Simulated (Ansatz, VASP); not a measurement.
One calculation of Bi, two programs

INCAR

```
  PREC = Accurate
  ENCUT = 520
  EDIFF = 1E-7
  ISMEAR = -1
  SIGMA = 0.05
  LREAL = False
  LASPH = True
  NELM = 60
  ALGO = Normal
  ISIF = 2
  LWAVE = False
  LCHARG = False
  GGA = PS
  NBANDS = 22
```

Contents of KPOINTS:

```
Automatic mesh
0
Gamma
  6 6 9
```

The input POSCAR:

```
Bi
1.0
    3.4414490040     -3.0902406750      0.0000000000
    3.4414490040      3.0902406750      0.0000000000
   -1.2432027094      0.0000000000      3.0714698416
Bi
2
Direct
    0.7530610000      0.7530610000      0.8573820000
    0.2469390000      0.2469390000      0.1426180000
```

Contents of input.yaml:

```yaml
crystal:
  lattice:
    - [3.441449004, -3.090240675, 0.0]
    - [3.441449004, 3.090240675, 0.0]
    - [-1.2432027094, 0.0, 3.0714698416]
  atoms:
    - { symbol: Bi, position: [0.753061, 0.753061, 0.857382] }
    - { symbol: Bi, position: [0.246939, 0.246939, 0.142618] }
hamiltonian:
  xc: pbesol
  pseudopotentials: { kind: paw }
kpoints:
  mp_grid: { grid: [6, 6, 9] }
scf:
  occupations: { method: fermi_dirac, width: 0.05 }
output:
  forces: true
  stress: true
  eigenvalues: true
```

Change from the starting cell: volume scaled by 0.96.

Alike in both runs: task single point; functional PBEsol; k mesh 6 × 6 × 9; occupations fermi-dirac, width 0.05 eV; no spin polarisation.

|  | VASP | Ansatz |
| --- | --- | --- |
| version | VASP 6.6.1 | Ansatz 0.2.0 |
| potentials or method | VASP PAW PBE potentials, release 64 (Bi_d) | Ansatz PAW |
| plane-wave cutoff (eV) | 520 | 420 |
| valence electrons in the cell | 30 | 30 |

Ansatz gave:

* gap on the k mesh at the Fermi level (eV): none
* pressure (GPa): -0.5
* largest component of the traceless stress (GPa): 0.74
* rms of the force components (eV/Å): 0.004

Question: Which values does VASP return?

Answer: gap on the k mesh at the Fermi level (eV): none; pressure (GPa): -0.6; largest component of the traceless stress (GPa): 0.75; rms of the force components (eV/Å): 0.004.

Atom by atom the forces differ by 0.001 eV/Å (rms over components). A gap of «none» marks a metal or a gap that the smearing closes.

Caveats: spin-orbit coupling is left out, which moves the levels of the heavy elements; the PAW data sets were made with another functional, which shifts forces and pressure a little (VASP); the PAW data sets come from PBE, with cores solved anew for the run's functional, which leaves a small shift of forces and pressure (Ansatz).
